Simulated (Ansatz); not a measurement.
Method: Ansatz 0.2.0, DFT PBE, scalar-relativistic, plane waves, PAW. Settings: cutoff 420 eV, Γ-centred meshes spaced at most about 0.3 Å⁻¹ (2π included), Gaussian smearing. No spin polarisation in the final relaxations.

These are static total energies at zero pressure.

Two relaxed structures of MgO:

A.

```
Mg O
1.0
     2.98199    0.00000    0.00000
    -1.49100    2.58248    0.00000
     0.00000    0.00000   10.07771
Mg O
4 4
Direct
  0.66667 0.33333 0.87805
  0.33333 0.66667 0.12195
  0.33333 0.66667 0.37805
  0.66667 0.33333 0.62195
  0.00000 0.00000 0.00000
  0.00000 0.00000 0.50000
  0.66667 0.33333 0.25000
  0.33333 0.66667 0.75000
```

B.

```
Mg O
1.0
     2.97919    0.00000    0.00000
     0.00000    3.23380    0.00000
     0.00000    0.00000    7.78149
Mg O
3 3
Direct
  0.50000 0.50000 0.17091
  0.50000 0.50000 0.82909
  0.00000 0.00000 0.50000
  0.50000 0.00000 0.32431
  0.00000 0.50000 0.00000
  0.50000 0.00000 0.67569
```

Question: Which is lower in energy, and by how much?

Answer: A is lower, by 238 meV/atom. A has space group P6_3/mmc (No. 194), 9.7 Å³/atom and a gap of 4.17 eV on its mesh; B has space group Pmmm (No. 47), 12.5 Å³/atom and a gap of 1.28 eV. Counting O atoms around Mg (those within 1.25 times the shortest such distance or 1.15 times the sum of covalent radii), A has Mg 6 and B has Mg 4. The denser one is the lower, and pressure would at first widen the difference. In A, around Mg lie 6 O at 2.12–2.15 Å and 1 Mg at 2.58 Å; O on a site of symmetry -3m has 6 Mg at 2.12 Å; O on a site of symmetry -6m2 has 6 Mg at 2.15 Å. In B, Mg on a site of symmetry mm2 has 4 O at 2.00–2.01 Å; around Mg on a site of symmetry mmm lie 4 O at 2.02 Å; O on a site of symmetry mm2 is surrounded by 4 Mg at 2.01–2.02 Å; 1 more site not described. Both come from invented guesses. The part of the Crystallography Open Database at hand lists MgO in space group No. 225, which no cell shown has.

Kohn–Sham gaps at this level usually fall short of measured ones. Cells relaxed within their symmetry can be saddle points.
